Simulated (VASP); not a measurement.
Calculation: G0W0 on PBE orbitals, VASP's PBE PAW potentials (set 64) (plane waves; VASP).

Input for VASP

**INCAR**
```
NOMEGA = 64
NBANDS = 160
GGA = PE   # PBE
ENCUTGW = 200
SIGMA = 0.01
LASPH = .True.   # aspherical one-centre terms
NBANDSGW = 17
LWAVE = .False.
NELMGW = 1
LCHARG = .False.
LSPECTRALGW = .True.
SYSTEM = AlSb
LREAL = .False.   # projection in real space or not
ISMEAR = 0
PREC = Normal
ALGO = EVGW0
ENCUT = 350   # plane-wave cut-off (eV)
```

File KPOINTS:
```
Regular mesh
0
gamma
4 4 4
0 0 0
```

File POSCAR:
```
AlSb
1
    0.0000000000     3.1103990000     3.1103990000
    3.1103990000     0.0000000000     3.1103990000
    3.1103990000     3.1103990000     0.0000000000
Al Sb
1 1
Direct
  0.0000000000   0.0000000000   0.0000000000
  0.2500000000   0.2500000000   0.2500000000
```

POTCAR, in this order: Al_GW Sb_d_GW (PBE.64 set). Program: vasp_std. Read from the step before: WAVECAR, WAVEDER.

Output of the run:

**OSZICAR**
```
energies w=
    0.000    0.000    0.547    0.000    1.092    0.000    1.635    0.000
    2.174    0.000    2.709    0.000    3.239    0.000    3.763    0.000
    4.280    0.000    4.790    0.000    5.293    0.000    5.790    0.000
    6.280    0.000    6.763    0.000    7.240    0.000    7.711    0.000
    8.178    0.000    8.640    0.000    9.099    0.000    9.555    0.000
   10.009    0.000   10.462    0.000   10.915    0.000   11.370    0.000
   11.826    0.000   12.286    0.000   12.750    0.000   13.220    0.000
   13.697    0.000   14.183    0.000   14.679    0.000   15.187    0.000
   15.709    0.000   16.248    0.000   16.804    0.000   17.382    0.000
   17.984    0.000   18.613    0.000   19.274    0.000   19.970    0.000
   20.706    0.000   21.489    0.000   22.325    0.000   23.222    0.000
   24.190    0.000   25.239    0.000   26.383    0.000   27.638    0.000
   29.025    0.000   30.569    0.000   32.300    0.000   34.258    0.000
   36.493    0.000   39.074    0.000   42.088    0.000   45.656    0.000
   49.951    0.000   55.217    0.000   61.826    0.000   70.359    0.000
   81.788    0.000   97.868    0.000  122.118    0.000  162.791    0.000
NQ=   1    0.0000    0.0000    0.0000,
 performed        217000 updates of chi_q(r,r)
NQ=   2    0.2500    0.0000    0.0000,
 performed        586000 updates of chi_q(r,r)
NQ=   3    0.5000    0.0000    0.0000,
 performed        912000 updates of chi_q(r,r)
NQ=   4    0.2500    0.2500    0.0000,
 performed       1281000 updates of chi_q(r,r)
NQ=   5    0.5000    0.2500    0.0000,
 performed       1770000 updates of chi_q(r,r)
NQ=   6   -0.2500    0.2500    0.0000,
 performed       2215000 updates of chi_q(r,r)
NQ=   7    0.5000    0.5000    0.0000,
 performed       2508000 updates of chi_q(r,r)
NQ=   8   -0.2500    0.5000    0.2500,
 performed       2866000 updates of chi_q(r,r)
 resolving degeneracies of screened two electron integrals
```

**OUTCAR**
```


 k-point   1 :       0.0000    0.0000    0.0000
  band No.  KS-energies  QP-energies   sigma(KS)   V_xc(KS)     V^pw_x(r,r')   Z            occupation Imag(sigma)

      1     -24.9625     -27.5023     -22.4002     -18.6065     -28.9786       0.6695       2.0000       0.3265
      2     -24.9625     -27.5023     -22.4002     -18.6065     -28.9786       0.6695       2.0000       0.3265
      3     -24.9625     -27.5023     -22.4002     -18.6065     -28.9786       0.6695       2.0000       0.3265
      4     -24.9441     -27.4759     -22.3871     -18.6074     -28.9643       0.6699       2.0000       0.3135
      5     -24.9441     -27.4759     -22.3871     -18.6074     -28.9643       0.6699       2.0000       0.3135
      6      -7.3686      -7.8868     -11.5770     -10.7835     -16.9400       0.6530       2.0000       0.9468
      7       3.1346       2.6146     -11.7580     -11.0725     -12.6020       0.7586       2.0000       0.0727
      8       3.1346       2.6146     -11.7580     -11.0725     -12.6020       0.7586       2.0000       0.0727
      9       3.1346       2.6146     -11.7580     -11.0725     -12.6020       0.7586       2.0000       0.0727
     10       4.4175       4.6911     -10.1721     -10.5320      -6.2684       0.7603       0.0000      -0.0963
     11       6.2090       6.3047      -8.8561      -8.9841      -4.7560       0.7470       0.0000      -0.1295
     12       6.2090       6.3047      -8.8561      -8.9841      -4.7560       0.7470       0.0000      -0.1295
     13       6.2090       6.3047      -8.8561      -8.9841      -4.7560       0.7470       0.0000      -0.1295
     14       9.5824       9.3953      -7.1080      -6.8627      -2.2245       0.7630       0.0000      -0.2735
     15      10.8508      10.9519      -8.7949      -8.9317      -3.7894       0.7393       0.0000      -0.2946
     16      10.8508      10.9519      -8.7949      -8.9317      -3.7894       0.7393       0.0000      -0.2946
     17      12.5366      12.4304      -7.4031      -7.2609      -2.0891       0.7471       0.0000      -0.4297

 k-point   2 :       0.2500    0.0000    0.0000
  band No.  KS-energies  QP-energies   sigma(KS)   V_xc(KS)     V^pw_x(r,r')   Z            occupation Imag(sigma)

      1     -24.9612     -27.5092     -22.4008     -18.6080     -28.9794       0.6718       2.0000       0.3257
      2     -24.9612     -27.5092     -22.4008     -18.6080     -28.9794       0.6718       2.0000       0.3257
      3     -24.9612     -27.5092     -22.4008     -18.6080     -28.9794       0.6718       2.0000       0.3257
      4     -24.9443     -27.4720     -22.3874     -18.6073     -28.9640       0.6687       2.0000       0.3136
      5     -24.9443     -27.4720     -22.3874     -18.6073     -28.9640       0.6687       2.0000       0.3136
      6      -6.8488      -7.3695     -11.7669     -10.9880     -16.8797       0.6685       2.0000       0.8884
      7      -0.1202      -0.6575     -10.8579     -10.1173     -12.7539       0.7255       2.0000       0.1691
      8       2.6155       2.0821     -11.4788     -10.7713     -12.4536       0.7540       2.0000       0.0793
      9       2.6155       2.0821     -11.4788     -10.7713     -12.4536       0.7540       2.0000       0.0793
     10       4.7744       4.9068      -9.2454      -9.4200      -5.4259       0.7585       0.0000      -0.1021
     11       6.8813       6.9749      -8.9406      -9.0665      -4.6439       0.7433       0.0000      -0.1486
     12       6.8813       6.9749      -8.9406      -9.0665      -4.6439       0.7433       0.0000      -0.1486
     13       8.5451       8.6594      -9.6950      -9.8494      -4.9689       0.7405       0.0000      -0.2111
     14      10.1498      10.1685      -8.3770      -8.4022      -3.4894       0.7445       0.0000      -0.2786
     15      10.1498      10.1685      -8.3770      -8.4022      -3.4894       0.7445       0.0000      -0.2786
     16      10.5955      10.3984      -7.1012      -6.8382      -2.0474       0.7497       0.0000      -0.3228
     17      12.9164      12.8347      -7.9825      -7.8727      -2.5195       0.7433       0.0000      -0.4830

 k-point   3 :       0.5000    0.0000    0.0000
  band No.  KS-energies  QP-energies   sigma(KS)   V_xc(KS)     V^pw_x(r,r')   Z            occupation Imag(sigma)

      1     -24.9603     -27.5125     -22.4005     -18.6089     -28.9793       0.6731       2.0000       0.3254
      2     -24.9603     -27.5125     -22.4005     -18.6089     -28.9793       0.6731       2.0000       0.3254
      3     -24.9603     -27.5125     -22.4005     -18.6089     -28.9793       0.6731       2.0000       0.3254
      4     -24.9434     -27.5155     -22.3883     -18.6085     -28.9646       0.6805       2.0000       0.3138
      5     -24.9434     -27.5155     -22.3883     -18.6085     -28.9646       0.6805       2.0000       0.3138
      6      -6.0615      -6.5740     -12.2570     -11.5068     -16.9476       0.6831       2.0000       0.7653
      7      -2.1311      -2.7057     -10.2107      -9.3856     -13.2618       0.6963       2.0000       0.3457
      8       2.2592       1.7047     -11.4033     -10.6652     -12.5395       0.7513       2.0000       0.0873
      9       2.2592       1.7047     -11.4033     -10.6652     -12.5395       0.7513       2.0000       0.0873
     10       4.3637       4.4692      -9.1410      -9.2794      -5.4481       0.7623       0.0000      -0.0959
     11       6.8529       6.9166      -8.5675      -8.6526      -4.3051       0.7488       0.0000      -0.1456
     12       6.8529       6.9166      -8.5675      -8.6526      -4.3051       0.7488       0.0000      -0.1456
     13       9.7062       9.4871      -7.1396      -6.8481      -2.1894       0.7516       0.0000      -0.2827
     14      12.5067      12.5334      -8.7366      -8.7733      -2.9870       0.7290       0.0000      -0.5082
     15      12.5067      12.5334      -8.7366      -8.7733      -2.9870       0.7290       0.0000      -0.5082
     16      12.5309      12.5209      -8.9610      -8.9475      -3.5277       0.7434       0.0000      -0.4498
     17      13.4762      13.5630      -9.2304      -9.3469      -3.6855       0.7449       0.0000      -0.5821

 k-point   4 :       0.2500    0.2500    0.0000
  band No.  KS-energies  QP-energies   sigma(KS)   V_xc(KS)     V^pw_x(r,r')   Z            occupation Imag(sigma)

      1     -24.9633     -27.4977     -22.3993     -18.6051     -28.9768       0.6680       2.0000       0.3298
      2     -24.9593     -27.5243     -22.4022     -18.6105     -28.9815       0.6765       2.0000       0.3231
      3     -24.9593     -27.5243     -22.4022     -18.6105     -28.9815       0.6765       2.0000       0.3231
      4     -24.9439     -27.4825     -22.3875     -18.6075     -28.9638       0.6716       2.0000       0.3139
      5     -24.9439     -27.4825     -22.3875     -18.6075     -28.9638       0.6716       2.0000       0.3139
      6      -6.6652      -7.1868     -11.8319     -11.0588     -16.8544       0.6747       2.0000       0.8661
      7      -0.0552      -0.5583     -11.1649     -10.4744     -12.9918       0.7286       2.0000       0.1624
      8       1.8018       1.2393     -11.0527     -10.2992     -12.2856       0.7465       2.0000       0.0959
      9       1.8018       1.2393     -11.0527     -10.2992     -12.2856       0.7465       2.0000       0.0959
     10       4.8721       4.8733      -8.3882      -8.3897      -4.6551       0.7610       0.0000      -0.1046
     11       6.1423       6.1956      -8.8234      -8.8938      -4.7216       0.7571       0.0000      -0.1266
     12       8.5761       8.6991      -9.5431      -9.7115      -4.7460       0.7304       0.0000      -0.2209
     13       8.5761       8.6991      -9.5431      -9.7115      -4.7460       0.7304       0.0000      -0.2209
     14       9.5329       9.6448      -9.2622      -9.4118      -4.4296       0.7484       0.0000      -0.2473
     15      11.6594      11.7603      -8.7816      -8.9179      -3.5269       0.7401       0.0000      -0.3803
     16      12.4948      12.3939      -7.8525      -7.7167      -2.4105       0.7432       0.0000      -0.4547
     17      14.1773      14.0492      -7.7138      -7.5420      -2.1214       0.7454       0.0000      -0.6030

 k-point   5 :       0.5000    0.2500    0.0000
  band No.  KS-energies  QP-energies   sigma(KS)   V_xc(KS)     V^pw_x(r,r')   Z            occupation Imag(sigma)

      1     -24.9626     -27.5055     -22.3995     -18.6060     -28.9771       0.6703       2.0000       0.3300
      2     -24.9584     -27.5362     -22.4021     -18.6117     -28.9816       0.6801       2.0000       0.3219
      3     -24.9584     -27.5362     -22.4021     -18.6117     -28.9816       0.6801       2.0000       0.3219
      4     -24.9438     -27.5013     -22.3875     -18.6076     -28.9634       0.6766       2.0000       0.3143
      5     -24.9438     -27.5013     -22.3875     -18.6076     -28.9634       0.6766       2.0000       0.3143
      6      -5.8332      -6.3426     -12.3533     -11.6144     -16.9278       0.6895       2.0000       0.7320
      7      -1.8084      -2.3570     -10.5294      -9.7456     -13.4097       0.7000       2.0000       0.3026
      8       0.5529      -0.0319     -10.4490      -9.6537     -12.0473       0.7353       2.0000       0.1347
      9       1.5364       0.9588     -11.0339     -10.2557     -12.4005       0.7423       2.0000       0.1038
     10       5.0694       5.0636      -8.3872      -8.3796      -4.5886       0.7618       0.0000      -0.1071
     11       7.3188       7.3963      -9.0997      -9.2036      -4.6793       0.7456       0.0000      -0.1658
     12       8.2550       8.3048      -8.9859      -9.0530      -4.3679       0.7424       0.0000      -0.1959
     13       8.7914       8.8818      -9.0635      -9.1865      -4.2191       0.7352       0.0000      -0.2346
     14      11.9363      11.9393      -9.0506      -9.0546      -3.5054       0.7326       0.0000      -0.4598
     15      12.5324      12.5746      -8.8364      -8.8940      -3.1555       0.7314       0.0000      -0.5047
     16      13.6349      13.5963      -8.1587      -8.1065      -2.5653       0.7402       0.0000      -0.5448
     17      13.8630      13.9794      -9.2712      -9.4313      -3.3332       0.7272       0.0000      -0.6287

 k-point   6 :      -0.2500    0.2500    0.0000
  band No.  KS-energies  QP-energies   sigma(KS)   V_xc(KS)     V^pw_x(r,r')   Z            occupation Imag(sigma)

...
```
(Selected blocks of OUTCAR.)

The mesh is coarse and the basis finite, so the quasiparticle values are not converged.

The compound is AlSb in the zinc blende structure. This cell is one point of a volume scan, at 1.04 of the reference volume. The k-mesh is coarse (spacing up to 0.44 per Å, 2π included), so the numbers may not be converged in it.
